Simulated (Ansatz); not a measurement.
What does this script print? It uses Ansatz 0.2.0, Python API.

The script, `cu2o.py`:
```python
# -*- coding: utf-8 -*-
"""How the states of Cu2O follow the Hubbard U."""

import ansatz
import numpy as np
import pandas as pd


def count_gap(report):
    # lowest empty less highest filled band, counting bands; zero where they overlap
    return max(report.get("gap_by_band_count_ev") or 0.0, 0.0)


def main():
    lattice = ansatz.Lattice.of(
        [4.26, 0.0, 0.0],
        [0.0, 4.26, 0.0],
        [0.0, 0.0, 4.26],
    )
    sites = [
        ("Cu", [0.25, 0.25, 0.25]),
        ("Cu", [0.25, 0.75, 0.75]),
        ("Cu", [0.75, 0.75, 0.25]),
        ("Cu", [0.75, 0.25, 0.75]),
        ("O", [0.0, 0.0, 0.0]),
        ("O", [0.5, 0.5, 0.5]),
    ]
    cell = ansatz.Crystal(lattice=lattice)
    for symbol, position in sites:
        cell = cell.atom(symbol, position)

    model = (
        cell.calculation()
        .functional("pbesol")
        .kpoints(4)
        .occupations("fixed")
        .band_table()
    )
    rows = []
    for u in [2.0, 4.0, 6.0, 8.0]:
        data = model.hubbard("Cu", "d", u_eff=u).run().report
        shell = data["hubbard"]["n_scf"]
        rows.append((u, count_gap(data), sum(shell) / len(shell), data["n_iterations"]))
    print(pd.DataFrame(rows, columns=["U_eff eV", "gap by band count eV", "Cu d occupation (projector)", "iterations"]).round(4).to_string(index=False))


if __name__ == "__main__":
    main()
```

```console
$ python cu2o.py
DeckWarning: basis.ecutwfc = 420 eV, auto-derived from the records' recommended cutoffs: set by Cu (normal level)
 U_eff eV  gap by band count eV  Cu d occupation (projector)  iterations
      2.0                0.6343                       9.6910           9
      4.0                0.7579                       9.7278           9
      6.0                0.8741                       9.7618           9
      8.0                0.9850                       9.7926           9
```
(Warnings from the package without file and line.)

From U = 2 to 8 eV the gap on the mesh goes from 0.63 eV to 0.99 eV.

Caveats:
- Spin is left out of this run.
- Semilocal gaps usually lie well under measured ones.
- Under fixed occupations the level called the Fermi level is the highest filled one on the SCF mesh; off the mesh a filled band can lie a little above it.
- A Hubbard U without spin forces both spins into the same orbitals, which can open a gap or pick a state that a spin-polarised run wouldn't.
- Of the deposited cell: the entry's cell lengths or inner coordinates differ somewhat from later room-temperature determinations.
- The starting cell is as deposited in a crystallographic database; the results hold for this polymorph, which needn't be the stable one.
- Levels are Kohn-Sham eigenvalues on this mesh.
- Shell occupations and the effect of U depend on the projectors; a run with no .spin step is spin-unpolarised, and each U may end in a state that isn't the lowest.
- Run time: 12 s on 1 thread of Arm Neoverse V2, on a shared host, peak memory 0.44 GiB.

(A comment or docstring line of the script was reworded after the run, the code is as it ran.)
